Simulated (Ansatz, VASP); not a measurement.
# K: VASP beside Ansatz

```xyz
2
Lattice="2.3892 -4.0476 0.0000 2.3892 4.0476 0.0000 0.0000 0.0000 7.8118" Properties=species:S:1:pos:R:3 pbc="T T T"
K     2.3892   -2.5954    1.9529
K     2.3892    2.5954    5.8588
```

Change from the starting cell: strain -0.0200 x Voigt [1, 0, 0, 0, 0, 0], atoms carried along.

Alike in both runs: task single point; functional r2SCAN; k mesh 12 × 12 × 6; occupations gaussian, width 0.15 eV; no spin polarisation.

|  | VASP | Ansatz |
| --- | --- | --- |
| version | VASP 6.6.1 | Ansatz 0.2.0 |
| potentials or method | VASP PAW PBE potentials, release 64 (K_sv) | scalar-relativistic, plane waves, PAW |
| plane-wave cutoff (eV) | 520 | 500 |
| valence electrons in the cell | 18 | 18 |

|  | VASP | Ansatz | Ansatz less VASP |
| --- | --- | --- | --- |
| gap on the k mesh at the Fermi level (eV) | none | none | - |
| pressure (GPa) | 0.0 | 0.1 | +0.02 |
| rms of the force components (eV/Å) | 0.003 | 0.003 | 0.0000 |

Atom by atom the forces differ by 0.000 eV/Å (rms over components). A gap of «none» marks a metal or a gap that the smearing closes.

Caveats: the PAW data sets were made with another functional, which shifts forces and pressure a little (VASP).
